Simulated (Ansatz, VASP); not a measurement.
# Nb in VASP and in Ansatz

```
Nb
1.0
     2.77701    0.00000    0.00000
    -1.38850    2.40496    0.00000
     0.00000    0.00000    4.94653
Nb
2
Direct
  0.66667 0.33333 0.75000
  0.33333 0.66667 0.25000
```

Alike in both runs: task single point; functional PBE; k mesh 9 × 9 × 4; occupations gaussian, width 0.1 eV; no spin polarisation.

|  | VASP | Ansatz |
| --- | --- | --- |
| version | VASP 6.6.1 | Ansatz 0.2.0 |
| potentials or method | VASP PAW PBE potentials, release 64 (Nb_sv) | scalar-relativistic, plane waves, PAW |
| plane-wave cutoff (eV) | 520 | 420 |
| valence electrons in the cell | 26 | 26 |

|  | VASP | Ansatz | Ansatz less VASP |
| --- | --- | --- | --- |
| gap on the k mesh at the Fermi level (eV) | none | none | - |
| pressure (GPa) | 23.8 | 24.2 | +0.36 |
| largest component of the traceless stress (GPa) | 2.72 | 2.70 | -0.021 |

A gap of «none» marks a metal or a gap that the smearing closes. With one functional, cell and mesh, what is left measures potentials, basis and numerics.

Caveats: so large a pressure means that the cell lies far from this level's equilibrium, or that cutoff or potentials fall short (VASP).
